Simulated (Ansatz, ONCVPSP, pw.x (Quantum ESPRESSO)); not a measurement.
**Equation-of-state test of one ONCV potential (Ga)**

```json
{"Element": "gallium (Ga)", "Generator": "ONCVPSP 4.0.1.1 (patched build)", "Type": "optimised norm-conserving Vanderbilt (ONCV)", "Functional": "PBEsol", "Relativity": "scalar-relativistic", "Frozen core": "[Ar] 3d10", "Valence charge": "3", "Reference configuration": "4s1.75 4p1.25", "Partial waves": "4s: rc 1.70 bohr, ncon 4, nbas 8, qcut 4.5 1/bohr, 2 projectors, debl 0.6 Ha; 4p: rc 1.70 bohr, ncon 4, nbas 9, qcut 4.2 1/bohr, local; d scattering state at 0.11 Ha: rc 2.30 bohr, ncon 3, nbas 8, qcut 4.4 1/bohr, 2 projectors, debl 0.9 Ha", "Local potential": "the p channel", "Core correction": "none"}
```

Atomic tests: cutoffs needed: 7.8 Ha and 9.8 Ha (the cutoffs (Ha) at which the residual kinetic energy of the hardest occupied pseudo-wave falls to 1 and 0.1 mHa per electron) The cutoffs count occupied waves only; projector 2 of the d channel, the hardest unoccupied one, needs 63 Ha at the loose tolerance.; ghost test: no bound ghost flagged; GHOST(+) flagged for d at 9.2 eV, s at 110.0 eV; largest excitation error: -3.5 meV (all-electron minus pseudo) for 4s1 4p0, out of 4 test configurations.

Crystal test: fcc Ga in pw.x 7.5, no spin, 14³ k-points, Fermi–Dirac smearing 0.01 Ry, cutoffs 35/140 Ry. The reference is all-electron LAPW (Ansatz 0.2.0) with the same functional, mesh and smearing; V0 and B0 come from Birch–Murnaghan fits to the pressures at five volumes. Errors are pseudo minus all-electron; Δ is the rms difference of the E(V) curves that follow from these fits, minima aligned, over ±6 % about the mean V0. Mesh and smearing are coarse, so the numbers serve the comparison and aren't converged zero-temperature values; the lattice is a test structure that the element need not adopt.

All-electron: a0 = 4.140 Å (V0 = 17.74 Å³/atom), B0 = 60.2 GPa.

Problem. How far does the potential miss the all-electron equation of state?

Solution. mean pressure error (GPa): +0.59; a0 (Å): 4.154; a0 error (%): +0.34; B0 error (%): -3.9; Δ (meV/atom): 2.3. The generator flags a localised state at positive energy (d at 9 eV).

```
V (Å³/atom)  P all-electron (GPa)  P pseudo (GPa)
     16.831                  3.59            4.19
     17.274                  1.70            2.31
     17.717                  0.07            0.67
     18.160                 -1.33           -0.75
     18.603                 -2.55           -1.99
```

Problem. At the middle volume, how do free energy and pressure move when the wave cutoff is lowered (ecutrho kept at four times it)?

Solution.

```
cutoff (Ry)  shift of F (meV/atom)  shift of P (GPa)
         16                  +40.1             -1.76
         21                   +5.6             +0.03
         28                   +1.6             -0.04
```

The run at the middle volume (104 k-points, 5 iterations) took about 9.5 s on one core of a shared host (Neoverse-N1, 64 threads, 124 GiB, load 60).
